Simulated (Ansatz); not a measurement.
## Si started in the widest void in zincblende SiC, 65 atoms, charge +1

The calculation used DFT, PBEsol, PAW, plane waves in Ansatz 0.2.0.

Command:

```sh
ansatz run in.yaml --threads 7 --pin off --max-ram 13300MiB --runs-dir r --events-out ev --progress --plain
```

The input less its lattice and atoms (starting moments on atoms near the defect: 1 μB in all):

```yaml
crystal:
  symmetry: { detect: false }
kpoints:
  mp_grid: { grid: [1, 1, 1], shift: [0.25, 0.25, 0.25] }
hamiltonian:
  xc: pbesol
total_charge: 1
magnetization:
  spin_polarized: true
scf:
  occupations: { method: fermi_dirac, width: 0.01 }
relax:
  f_tol: 0.03
  max_steps: 80
  escape_saddle: false
  adjacent_minimum: "off"
output:
  forces: true
  eigenvalues: true
  populations: true
  charged_corrections: { epsilon: 9.7 }
```

Start:

```
Si C
1.0
     8.71371    0.00000    0.00000
     0.00000    8.71371    0.00000
     0.00000    0.00000    8.71371
Si C
33 32
Direct
  0.00277 0.99855 0.99801
  0.00262 0.00293 0.49934
  0.00206 0.50205 0.00065
  0.99846 0.49846 0.49913
  0.50153 0.00361 0.99355
  0.50029 0.00141 0.49863
  0.49963 0.50038 0.00015
  0.50524 0.49505 0.49949
  0.25206 0.24563 0.99890
  0.24869 0.24899 0.49660
  0.25499 0.74993 0.99824
  0.25173 0.75420 0.50035
  0.75198 0.25037 0.00113
  0.74730 0.25014 0.49627
  0.74986 0.74796 0.99962
  0.74844 0.75051 0.49753
  0.25116 0.00017 0.25032
  0.24530 0.99878 0.75257
  0.25351 0.49840 0.25061
  0.25029 0.50207 0.75386
  0.74985 0.00282 0.24989
  0.75240 0.00184 0.75044
  0.74765 0.50089 0.25048
  0.75026 0.50035 0.74972
  0.99859 0.25044 0.25010
  0.00178 0.25080 0.74902
  0.99620 0.75424 0.25001
  0.00006 0.75005 0.75104
  0.49707 0.25103 0.25198
  0.49829 0.24876 0.75110
  0.50319 0.75067 0.25423
  0.50011 0.74992 0.74627
  0.50124 0.50353 0.74776
  0.12398 0.12478 0.11982
  0.12878 0.12556 0.62524
  0.12093 0.62633 0.13084
  0.12655 0.62175 0.62587
  0.62396 0.12459 0.12235
  0.62779 0.12699 0.62671
  0.62459 0.62167 0.11922
  0.62276 0.62486 0.62488
  0.37584 0.37487 0.12475
  0.37539 0.37152 0.62108
  0.37835 0.87438 0.12206
  0.37054 0.87598 0.62681
  0.87728 0.37502 0.12538
  0.87609 0.37509 0.62762
  0.87573 0.87407 0.12637
  0.87210 0.87892 0.62538
  0.37456 0.12414 0.37415
  0.37263 0.12692 0.87340
  0.37694 0.62531 0.37934
  0.37158 0.62462 0.87201
  0.87730 0.12906 0.37777
  0.87155 0.12575 0.87750
  0.87632 0.62126 0.37242
  0.87456 0.62823 0.87463
  0.12567 0.37339 0.37413
  0.12787 0.37501 0.87549
  0.12887 0.87435 0.37764
  0.12636 0.87095 0.87758
  0.62752 0.37933 0.37014
  0.62289 0.37557 0.87314
  0.62401 0.87572 0.37762
  0.62326 0.87735 0.87396
```

Steps:

```
 step  energy less the first (eV)  largest force component (eV/Å)
start                       0.000                           6.245
    1                      -3.077                           3.152
    2                      -4.171                           0.296
    3                      -4.184                           0.102
    4                      -4.188                           0.017
```

A structure on the way, about -3.08 eV from the start:

```
Si C
1.0
     8.71371    0.00000    0.00000
     0.00000    8.71371    0.00000
     0.00000    0.00000    8.71371
Si C
33 32
Cartesian
  0.0140 8.7117 0.0045
  0.0071 0.0118 4.3456
  0.0057 4.3588 0.0156
  8.7111 4.3643 4.3406
  4.3715 0.0045 8.7048
  4.3584 0.0018 4.3314
  4.3564 4.3565 0.1004
  4.3832 4.3420 4.2611
  2.1755 2.1530 0.0035
  2.1609 2.1705 4.3433
  2.1830 6.5606 8.7071
  2.1745 6.5635 4.3386
  6.5660 2.1495 0.0078
  6.5437 2.1621 4.3365
  6.5443 6.5321 0.0102
  6.5397 6.5570 4.3323
  2.1786 0.0015 2.1848
  2.1617 0.0027 6.5355
  2.1732 4.3527 2.1794
  2.0791 4.3884 6.5645
  6.5414 0.0030 2.1663
  6.5561 0.0029 6.5256
  6.5417 4.3502 2.1844
  6.6319 4.3548 6.5334
  8.7069 2.1800 2.1749
  0.0025 2.1853 6.5249
  8.7072 6.5425 2.1628
  8.7135 6.5447 6.5483
  4.3469 2.1762 2.1792
  4.3554 2.0794 6.5441
  4.3618 6.5494 2.1864
  4.3559 6.6341 6.5108
  4.3668 4.3864 6.5294
  1.0859 1.0857 1.0751
  1.0998 1.0947 5.4499
  1.0784 5.4488 1.0958
  1.0751 5.4629 5.4340
  5.4491 1.0855 1.0787
  5.4723 1.0779 5.4299
  5.4683 5.4426 1.0868
  5.4286 5.4465 5.4577
  3.2492 3.2552 1.1131
  3.2902 3.2681 5.4458
  3.2711 7.6226 1.0760
  3.2295 7.6456 5.4233
  7.6299 3.2561 1.0841
  7.6541 3.2643 5.4326
  7.6412 7.6149 1.1056
  7.6181 7.6378 5.4510
  3.2681 1.0972 3.2654
  3.2521 1.0808 7.6496
  3.2605 5.4661 3.2597
  3.2488 5.4404 7.6083
  7.6403 1.0998 3.2652
  7.6156 1.0830 7.6225
  7.6271 5.4377 3.2567
  7.6385 5.4773 7.6443
  1.0942 3.2568 3.2716
  1.0822 3.2564 7.6420
  1.0962 7.6253 3.2720
  1.0951 7.6309 7.6268
  5.4843 3.2662 3.2343
  5.4281 3.2784 7.6098
  5.4397 7.6213 3.2693
  5.4579 7.6526 7.6369
```

End:

```xyz
65
Lattice="8.7137 0.0000 0.0000 0.0000 8.7137 0.0000 0.0000 0.0000 8.7137" Properties=species:S:1:pos:R:3 pbc="T T T"
Si    0.0003    0.0006    0.0040
Si    8.7129    8.7129    4.3439
Si    0.0007    4.3574    0.0208
Si    8.7136    4.3582    4.3282
Si    4.3573    0.0007    0.0208
Si    4.3581    0.0002    4.3281
Si    4.3545    4.3550    0.1957
Si    4.3603    4.3603    4.1569
Si    2.1697    2.1698    0.0058
Si    2.1590    2.1593    4.3328
Si    2.1565    6.5540    0.0139
Si    2.1698    6.5458    4.3435
Si    6.5537    2.1567    0.0136
Si    6.5457    2.1699    4.3436
Si    6.5461    6.5463    0.0062
Si    6.5540    6.5539    4.3300
Si    2.1702    8.7129    2.1727
Si    2.1544    0.0002    6.5319
Si    2.1544    4.3584    2.1739
Si    1.9831    4.3604    6.5342
Si    6.5441    0.0007    2.1742
Si    6.5607    0.0005    6.5308
Si    6.5607    4.3574    2.1741
Si    6.7359    4.3553    6.5288
Si    8.7127    2.1703    2.1728
Si    8.7136    2.1546    6.5318
Si    0.0004    6.5444    2.1742
Si    0.0007    6.5609    6.5308
Si    4.3580    2.1547    2.1737
Si    4.3600    1.9834    6.5338
Si    4.3572    6.5609    2.1744
Si    4.3551    6.7360    6.5283
Si    4.3641    4.3637    6.5372
C     1.0913    1.0914    1.0900
C     1.0980    1.0981    5.4486
C     1.0952    5.4491    1.0854
C     1.0642    5.4733    5.4232
C     5.4489    1.0953    1.0854
C     5.4733    1.0643    5.4233
C     5.4721    5.4724    1.1160
C     5.4255    5.4262    5.4704
C     3.2466    3.2468    1.1199
C     3.3022    3.3021    5.4759
C     3.2737    7.6226    1.0825
C     3.2466    7.6600    5.4205
C     7.6225    3.2737    1.0825
C     7.6595    3.2470    5.4206
C     7.6298    7.6301    1.0901
C     7.6226    7.6226    5.4472
C     3.2748    1.0980    3.2716
C     3.2496    1.0643    7.6471
C     3.2496    5.4734    3.2381
C     3.2960    5.4251    7.5990
C     7.6300    1.0915    3.2653
C     7.6251    1.0952    7.6226
C     7.6251    5.4489    3.2688
C     7.6561    5.4725    7.6462
C     1.0979    3.2749    3.2718
C     1.0642    3.2495    7.6471
C     1.0915    7.6300    3.2652
C     1.0952    7.6253    7.6227
C     5.4735    3.2497    3.2379
C     5.4252    3.2964    7.5996
C     5.4490    7.6254    3.2689
C     5.4722    7.6561    7.6461
```

The run converged.

Time: 35 s of wall time on 7 threads of a Neoverse-V2 processor, on a host shared with other runs; peak host memory 1.8 GiB.

**Question.** How much energy did the relaxation gain, and which atom moved most?

**Answer.** 4.19 eV in 4 steps, from a start with small random displacements (neighbours that lie too close to an added atom are first pushed off); atom 8 (Si) moved 0.21 Å, the median atom 0.04 Å (drift of the whole cell removed).

The moment started at 1 μB and ended at 3.0 μB; no other spin state is shown. The one k point has no symmetry partners, which can distort the end along one axis.
